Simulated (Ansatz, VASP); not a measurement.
## Pt: VASP beside Ansatz

File INCAR:

```
  PREC = Accurate
  ENCUT = 520
  EDIFF = 1E-7
  ISMEAR = -1
  SIGMA = 0.05
  LREAL = F
  LASPH = T
  NELM = 60
  ALGO = Normal
  ISIF = 2
  LWAVE = F
  LCHARG = T
  GGA = PE
  LELF = T
  LVHAR = T
  NBANDS = 17
```

KPOINTS

```
Automatic mesh
0
Gamma
  14 14 14
```

File POSCAR:

```
Pt
1.0
    0.0000000000      2.8877575196      2.8877575196
    2.8877575196      0.0000000000      2.8877575196
    2.8877575196      2.8877575196      0.0000000000
Pt
2
Direct
   -0.1250000000     -0.1250000000     -0.1250000000
    0.1250000000      0.1250000000      0.1250000000
```

Input for Ansatz:

```yaml
crystal:
  lattice:
    - [0.0, 2.8877575196, 2.8877575196]
    - [2.8877575196, 0.0, 2.8877575196]
    - [2.8877575196, 2.8877575196, 0.0]
  atoms:
    - { symbol: Pt, position: [-0.125, -0.125, -0.125] }
    - { symbol: Pt, position: [0.125, 0.125, 0.125] }
kpoints:
  mp_grid: { grid: [14, 14, 14] }
  band_path:
    path:
      - [0.0, 0.0, 0.0]
      - [0.5, 0.0, 0.5]
      - [0.625, 0.25, 0.625]
      - [0.375, 0.375, 0.75]
      - [0.0, 0.0, 0.0]
      - [0.5, 0.5, 0.5]
      - [0.5, 0.25, 0.75]
      - [0.5, 0.0, 0.5]
    npoints: 14
scf:
  occupations: { method: fermi_dirac, width: 0.05 }
hamiltonian:
  xc: pbe
  pseudopotentials: { kind: all_electron, lapw: { basis_error: 0.001 } }
output:
  forces: true
  stress: true
  eigenvalues: true
  populations: true
  dos: { projected: true, de: 0.2, e_range: [-14, 8] }
```

This isn't the form of Pt at room conditions, which is fcc.

Alike in both runs: task single point; functional PBE; k mesh 14 × 14 × 14; occupations fermi-dirac, width 0.05 eV; no spin polarisation.

```csv
,VASP,Ansatz
version,VASP 6.6.1,Ansatz 0.2.0
potentials or method,"VASP PAW PBE potentials, release 64 (Pt)","all-electron LAPW, scalar-relativistic"
plane-wave cutoff (eV),520,see its input
```

|  | VASP | Ansatz | Ansatz less VASP |
| --- | --- | --- | --- |
| pressure (GPa) | -0.4 | 0.0 | +0.43 |

Ansatz ran all-electron here, so the differences hold the error of VASP's frozen core and of both bases.

The runs have no spin-orbit coupling, so splittings on Pt are missing.
